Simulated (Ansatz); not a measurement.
**CoO: stress in a strained cell**

CoO is deformed so: equal xx and yy strain of -3 %. What stress and forces result, by LAPW, PAW and all-electron datasets made for the crystal?

Computed with Ansatz 0.2.0 (DFT PBE, scalar-relativistic, unless a step's input says otherwise).

### Step 1. The starting structure

Symmetry: Fm-3m, No. 225, cubic system. The conventional cell has a = 4.263 Å, b = 4.263 Å, c = 4.263 Å, α = 90.00°, β = 90.00°, γ = 90.00°. Co (site symmetry m-3m) has 6 O at 2.13 Å as nearest neighbours. O (site symmetry m-3m) is surrounded by 6 Co at 2.13 Å.

As a file:

```xyz
2
Lattice="0.0000 2.1315 2.1315 2.1315 0.0000 2.1315 2.1315 2.1315 0.0000" Properties=species:S:1:pos:R:3 pbc="T T T"
Co    0.0000    0.0000    0.0000
O     2.1315    2.1315    2.1315
```

Atoms are numbered in the order of the input: Co1, O2.

### Step 2. After the deformation

Space group Fm-3m before, I4/mmm after.

### Step 3. LAPW, all electrons

input.yaml reads:

```yaml
crystal:
  lattice:
    - [0.0, 2.067555, 2.1315]
    - [2.067555, 0.0, 2.1315]
    - [2.067555, 2.067555, 0.0]
  atoms:
    - { symbol: Co, position: [0.0, 0.0, 0.0], spin: 2.0 }
    - { symbol: O, position: [0.5, 0.5, 0.5] }
magnetization:
  spin_polarized: true
kpoints:
  mp_grid: { grid: [16, 16, 16] }
  band_path:
    path:
      - [0.0, 0.0, 0.0]
      - [0.0, 0.5, 0.5]
      - [0.25, 0.75, 0.5]
      - [0.0, 0.5, 0.0]
      - [0.0, 0.0, 0.0]
      - [0.5, 0.5, 0.0]
      - [0.3676125, 0.6323875, 0.0]
      - [-0.3676125, 0.3676125, 0.0]
      - [0.0, 0.0, 0.0]
    npoints: 5
scf:
  occupations: { method: fermi_dirac, width: 0.05 }
hamiltonian:
  xc: pbe
  pseudopotentials: { kind: all_electron, lapw: { basis_error: 0.0005 } }
output:
  forces: true
  stress: true
  eigenvalues: true
```

Run with:

```bash
$ ansatz run input.yaml --threads 1 --pin off --max-ram 3072MiB --backend cpu --events-out ev --progress --plain --runs-dir out
```

### Step 4. Frozen-core PAW

input.yaml reads:

```yaml
crystal:
  lattice:
    - [0.0, 2.067555, 2.1315]
    - [2.067555, 0.0, 2.1315]
    - [2.067555, 2.067555, 0.0]
  atoms:
    - { symbol: Co, position: [0.0, 0.0, 0.0], spin: 2.0 }
    - { symbol: O, position: [0.5, 0.5, 0.5] }
magnetization:
  spin_polarized: true
kpoints:
  mp_grid: { grid: [16, 16, 16] }
scf:
  occupations: { method: fermi_dirac, width: 0.05 }
hamiltonian:
  xc: pbe
  pseudopotentials: { kind: paw }
output:
  forces: true
  stress: true
  eigenvalues: true
  efg: { contact_densities: true }
```

### Step 5. Datasets made for this crystal

input.yaml, as its differences from that of step 4:

```diff
@@ -16,3 +16,3 @@
   xc: pbe
-  pseudopotentials: { kind: paw }
+  pseudopotentials: { kind: all_electron, datasets: crystal }
 output:
```

(Steps that only read results are left out.)

What does the calculation give? Wanted: pressure; largest shear or deviatoric stress.

**Answer**, as computed:

| quantity | value |
| --- | --- |
| pressure | LAPW 8.97, PAW 9.01, crystal datasets 8.96 GPa |
| largest shear or deviatoric stress (LAPW) | 0.95 GPa |

**Reading.** The largest part of the stress beyond the pressure is 0.95 GPa in size, in the zz component; the atoms are carried along and not relaxed. No run of the undeformed cell stands beside it, so the pressure holds what the given cell had before the change. PAW: stress within 0.17 GPa of LAPW. Crystal datasets: stress within 0.01 GPa of LAPW. The magnetic state is the one reached from the start moments in this cell; it needn't be the ground state. With one magnetic atom in the cell only ferromagnetic order fits; the real order can differ. No U acts on the open 3d shell, so the metal found here may be the functional's error.
